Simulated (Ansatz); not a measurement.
EuO:

```
CELL_PARAMETERS angstrom
0.00000 2.57195 2.57195
2.57195 0.00000 2.57195
2.57195 2.57195 0.00000
ATOMIC_POSITIONS crystal
Eu 0.00000 0.00000 0.00000
O 0.50000 0.50000 0.50000
```

```yaml
Program: Ansatz 0.2.0
Task: relaxation of cell and atoms
Functional: LDA
Potentials_or_basis: Ansatz PAW
Cutoff: "420 eV (not typed: the program's choice for these potentials)"
k_mesh: 9 × 9 × 9
Occupations: fermi-dirac, width 0.05 eV
Spin: collinear spin, ferromagnetic start
Starting_moments: "[7.0, 0.0] μB"
```

At the start: volume 17.01 Å³/atom.

Task: How do energy, volume and symmetry change on relaxing?

Result: It ends after 7 steps and the volume is 14.72 Å³/atom (-13.5 %); space group Fm-3m (No. 225, to 0.05 Å); moment 6.81 μB per cell.

Step by step:
| step | energy change (eV) | largest force (eV/Å) | volume (Å³) |
| --- | --- | --- | --- |
| 1 | 0.0000 | 0.0000 | 34.03 |
| 2 | -0.2250 | 0.0000 | 29.29 |
| 3 | -0.2245 | 0.0000 | 29.63 |
| 4 | -0.2249 | 0.0000 | 29.55 |
| 5 | -0.2153 | 0.0000 | 29.55 |
| 6 | -0.2159 | 0.0000 | 29.44 |
| 7 | -0.2155 | 0.0000 | 29.44 |

Final structure:
```yaml
crystal:
  lattice:
    - [0.00000, 2.45068, 2.45068]
    - [2.45068, 0.00000, 2.45068]
    - [2.45068, 2.45068, 0.00000]
  atoms:
    - { symbol: Eu, position: [0.00000, 0.00000, 0.00000] }
    - { symbol: O, position: [0.50000, 0.50000, 0.50000] }
```

Caveat: the plane-wave basis is chosen anew once the cell has moved, so the energies of steps on either side of that aren't comparable; the pressure holds a Pulay correction of +0.6 GPa for the finite cutoff; the volume moved by -13 % from the deposited cell, more than functionals usually miss; a cell with one magnetic atom can't hold antiferromagnetic order, which such compounds often take; without U or exact exchange the open f shell lies at the Fermi level, which spoils levels, moments and volumes; the PAW data sets come from PBE, with cores solved anew for the run's functional, which leaves a small shift of forces and pressure.
